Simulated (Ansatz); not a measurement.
# Stationary points along a deformation path in CaO

Theory: DFT r2SCAN, scalar-relativistic, plane waves, PAW in Ansatz 0.2.0. The runs took a 500 eV cutoff, a Γ-centred 10×10×10 mesh and Gaussian smearing (0.05 eV). No spin polarisation. Energies are free energies at this smearing, counted from the undisturbed cell; pressure is positive in compression.

The starting cell (as given, not relaxed at this level; it stands at -6.5 GPa):

```
Ca O
1.0
     0.00000    2.44900    2.44900
     2.44900    0.00000    2.44900
     2.44900    2.44900    0.00000
Ca O
1 1
Direct
  0.00000 0.00000 0.00000
  0.50000 0.50000 0.50000
```

At fixed volume and fractional coordinates, lengths along (0.577, 0.577, 0.577) are scaled against those across it; ρ is that ratio over its starting value. V = 14.688 Å³/atom. Δσ is the stress along the axis less the mean stress across it (compression positive).

```csv
ρ,ΔE (meV/atom),Δσ (GPa),space group
0.500,592.5,0.00,Pm-3m
0.600,520.2,13.13,R-3m
0.710,335.2,21.57,R-3m
0.850,102.0,18.11,R-3m
0.930,23.0,9.88,R-3m
1.000,0.0,0.00,Fm-3m
1.080,30.6,-13.54,R-3m
1.200,190.3,-36.95,R-3m
1.410,769.1,-82.07,R-3m
1.700,2021.1,-130.43,R-3m
2.000,3272.7,-117.44,R-3m
```

Q: How does the stress give the slope of the energy, and where is the energy stationary?

A: Along the path d ln(length) is 2/3 d ln ρ on the axis and −1/3 d ln ρ across it, so dE/d ln ρ = −(2/3) V Δσ: the energy falls with ρ where Δσ is positive. Δσ vanishes or changes sign at ρ = 0.500 (Pm-3m, an end of the scan), at 592.5 meV/atom; at ρ = 1.000 (Fm-3m), a minimum at 0.0 meV/atom. Pairs of stationary points between two samples would go unseen, and could change a minimum read from distant neighbours into a maximum. At ρ = 0.500, 1.000 the cell is cubic, where symmetry alone makes the stress isotropic and the slope zero.

Q: Which shear constant sets the curvature at ρ = 1?

A: For a cubic crystal E/V = (2/3) C (ln ρ)² with C = C44, so Δσ = −2C ln ρ. The parabola of Δσ against ln ρ through ρ = 0.930, 1 and 1.080 gives C ≈ 78 GPa with the ions clamped, rough because the steps are large. It is the stress–strain coefficient at this cell's pressure of -6.5 GPa, not the zero-pressure constant.

The gap closes along the scan, which can put kinks into the curve.